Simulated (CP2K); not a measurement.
Crystal: Hf.

```
Hf
1.0
     3.12635    0.00000    0.00000
    -1.04212    2.94755    0.00000
    -1.04212   -1.47378    2.55266
Hf
1
Direct
  0.00000 0.00000 0.00000
```

This isn't the form of Hf at room conditions, which is hcp.

Base run:

- Program: CP2K 2026.2
- Functional: PBE
- Dispersion: rVV10
- Potentials or basis: POTENTIAL_UZH Hf GTH-PBE-q12; TZVP-MOLOPT-PBE-GTH basis
- Density cutoff: 6123 eV
- k mesh: 10 × 10 × 10
- Occupations: fermi-dirac, width 0.05 eV
- Spin: no spin polarisation

Its results: band gap on the k mesh none (metal or under the smearing width); pressure -5.4 GPa.

Question: The run is repeated on the same cell with these changes: dispersion from rVV10 to D3(BJ). What comes out?

Answer: Band gap on the k mesh none (metal or under the smearing width); pressure -7.5 GPa.

Caveats: the basis of atomic orbitals isn't converged, which shifts pressures, moduli and gaps; pairwise dispersion overbinds metals, which lowers pressure and volume.
